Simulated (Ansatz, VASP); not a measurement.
CuAu (Tetraauricupride): VASP beside Ansatz

```xyz
2
Lattice="2.8185 0.0000 0.0000 0.0000 2.8185 0.0000 0.0000 0.0000 3.5772" Properties=species:S:1:pos:R:3 pbc="T T T"
Cu    1.4093    1.4093    1.7886
Au    0.0000    0.0000    0.0000
```

Alike in both runs: functional PBEsol; k mesh 16 × 16 × 12; occupations gaussian, width 0.1 eV; no spin polarisation.

Ansatz relaxed the structure, and its values are those at the end. VASP's run is a single point on that final structure, the one shown.

|  | VASP | Ansatz |
| --- | --- | --- |
| version | VASP 6.6.1 | Ansatz 0.2.0 |
| potentials or method | VASP PAW PBE potentials, release 64 (Cu, Au) | scalar-relativistic, plane waves, PAW |
| plane-wave cutoff (eV) | 520 | 420 |
| valence electrons in the cell | 22 | 38 |

```tsv
	VASP	Ansatz	Ansatz less VASP
gap on the k mesh at the Fermi level (eV)	none	none	-
pressure (GPa)	0.0	0.0	+0.02
```

A gap of «none» marks a metal or a gap that the smearing closes. The two sets of potentials don't hold the same shells in valence.

Caveats: the PAW data sets were made with another functional, which shifts forces and pressure a little (VASP). Spin-orbit coupling is left out, which matters for the levels of Au.
